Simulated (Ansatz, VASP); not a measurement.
# One calculation of ZrB2, two programs

```
Zr B
1.0
     3.21172    0.00000    0.00000
    -1.60586    2.78143    0.00000
     0.00000    0.00000    3.57949
Zr B
1 2
Direct
  0.00000 0.00000 0.00000
  0.66667 0.33333 0.50000
  0.33333 0.66667 0.50000
```

Change from the starting cell: volume scaled by 1.04.

Alike in both runs: task single point; functional PBE; k mesh 10 × 10 × 8; occupations fermi-dirac, width 0.05 eV; no spin polarisation.

|  | VASP | Ansatz |
| --- | --- | --- |
| version | VASP 6.6.1 | Ansatz 0.2.0 |
| potentials or method | VASP PAW PBE potentials, release 64 (Zr_sv, B), cutoff 520 eV | all-electron LAPW, scalar-relativistic |

Ansatz gave:

* gap on the k mesh at the Fermi level (eV): none
* pressure (GPa): -8.0
* largest component of the traceless stress (GPa): 1.30

**Question.** What did VASP give for the same quantities?

**Answer.** gap on the k mesh at the Fermi level (eV): none; pressure (GPa): -7.9; largest component of the traceless stress (GPa): 1.30.

A gap of «none» marks a metal or a gap that the smearing closes. Ansatz ran all-electron here, so the differences hold the error of VASP's frozen core and of both bases.
